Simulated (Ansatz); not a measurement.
# TaN: a line through a two-coordinate scan

One table from this session's results is given with a row withheld; the runs are named, their logs left out.

Computed with Ansatz 0.2.0 (DFT PBE, scalar-relativistic, plane waves, PAW, unless a step's input says otherwise).

16 further runs of the same task are left out: 16 set aside as unsound or not needed. Runs told in other sessions of the task aren't counted.

## The starting structure

Symmetry: P6_3mc, No. 186, hexagonal system. Conventional cell: a = 3.152 Å, b = 3.152 Å, c = 6.103 Å, α = 90.00°, β = 90.00°, γ = 120.00°. Ta (site symmetry 3m) has 4 N at 1.98 to 2.11 Å in its first shell of neighbours. N (site symmetry 3m) is surrounded by 4 Ta at 1.98 to 2.11 Å.

Coordinates:

```
CELL_PARAMETERS angstrom
3.15195 0.00000 0.00000
-1.57597 2.72967 0.00000
0.00000 0.00000 6.10263
ATOMIC_POSITIONS crystal
Ta 0.33333 0.66667 0.03049
Ta 0.66667 0.33333 0.53049
N 0.33333 0.66667 0.35451
N 0.66667 0.33333 0.85451
```

This cell was relaxed beforehand with the same method: volume 13.13 Å³/atom, gap on the mesh none (metal).

## What is varied

The energy is mapped over volume and the cell's shape.

The axes are (1) volume per atom: 7 values from 11.55 to 14.70 Å³; (2) c/a of the conventional cell: 7 values from 1.716 to 2.184.

Nothing else is relaxed (fractional coordinates fixed). Energies count from the relaxed crystal. Points are written as (first, second).

Set-up of the first run:

input.yaml

```yaml
crystal:
  lattice:
    - [2.9802191287, 0.0, 0.0]
    - [-1.4901095644, 2.5809454743, 0.0]
    - [0.0, 0.0, 6.0069296759]
  atoms:
    - { symbol: Ta, position: [0.3333333333, 0.6666666667, 0.0304880884] }
    - { symbol: Ta, position: [0.6666666667, 0.3333333333, 0.5304880884] }
    - { symbol: "N", position: [0.3333333333, 0.6666666667, 0.3545119116] }
    - { symbol: "N", position: [0.6666666667, 0.3333333333, 0.8545119116] }
basis:
  ecutwfc: 520.0
kpoints:
  mp_grid: { grid: [18, 18, 8] }
hamiltonian:
  xc: pbe
  pseudopotentials: { kind: paw, azcp: { folder: soft_1 } }
scf:
  occupations: { method: gaussian, width: 0.15 }
output:
  forces: true
  stress: true
  eigenvalues: true
```

On the command line:

```sh
> ansatz run input.yaml --threads 2 --pin off --max-ram 4096MiB --backend cpu --events-out ev --progress --plain --runs-dir out
```

Among the steps run: Point (11.55 Å³, 2.016); The run at (12.08 Å³, 2.016); The run at (13.13 Å³, 2.016); Point (14.18 Å³, 2.016); Grid point (14.70 Å³, 2.016).

One of the session's tables, all rows but one given; the rest of the session is left out.

```
volume per atom (Å³)  energy (meV/atom)  slope (meV/atom per Å³)  pressure (GPa)  largest force on an atom (eV/Å)
               11.55                182                     −248              40                             0.98
               12.08                 80                     −143              23                             0.86
               12.60                 29                      −57               9                             0.76
               13.13                 17                       12              −2                             0.67
               13.65                 39                       68             −11                             0.59
               14.18                  ?                        ?               ?                                ?
               14.70                157                      151             −24                             0.45
```

Q: Estimate the row for volume per atom (Å³) = 14.18 from the others.

Worked estimate for «energy (meV/atom)». A straight line through the neighbours (13.65, 39) and (14.70, 157) gives 39 + (157 − 39) × (14.18 − 13.65) / (14.70 − 13.65) = 99; a parabola fitted to 3 rows on both sides gives 86.

**Answer.** energy (meV/atom): 88; slope (meV/atom per Å³): 114; pressure (GPa): −18; largest force on an atom (eV/Å): 0.51. In «energy (meV/atom)» the line misses by +11 and the parabola by -2.

Energies count from the relaxed crystal. Rows without a step come from runs not printed here or follow by symmetry. Slopes come from the forces (and the stress, where the cell changes), not from differences of energies.

What this shows: Of the points computed the energy is lowest at 13.13 Å³, 17 meV/atom from the zero. V·d²E/dV² there is about 260 GPa, a bulk modulus under this line's constraint. The highest point computed, at 11.55 Å³, lies 164 meV/atom above the lowest. With the other coordinates free, the energies away from the reference would be the same or lower.
